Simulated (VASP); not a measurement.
Input:

```xyz
2
Lattice="0.0000 3.0884 3.0884 3.0884 0.0000 3.0884 3.0884 3.0884 0.0000" Properties=species:S:1:pos:R:3 pbc="T T T"
Zn     0.0000     0.0000     0.0000
Te     1.5442     1.5442     1.5442
```

Level of theory: PBE GGA, VASP's PBE PAW potentials (set 64) (plane waves; VASP). Settings: 350 eV cut-off, 7×7×7 Γ-centred mesh, Gaussian smearing of 0.050 eV, potentials Zn Te.

Unless said otherwise, spin-orbit coupling is left out, though it shifts the bands of the heavy elements here.

Estimate the energy per atom (σ→0), band gap (on the k-mesh) with the smallest direct gap where there is one.

```
Property                                     Result
-----------------------------------  --------------
band gap (on the k-mesh)                    1.08 eV
smallest direct gap (on the k-mesh)         1.08 eV
energy per atom (σ→0)                -2.592 eV/atom
```

The absolute energy has meaning only against runs of the same code, potentials and settings.

The compound is ZnTe in the zinc blende structure. It was relaxed first.
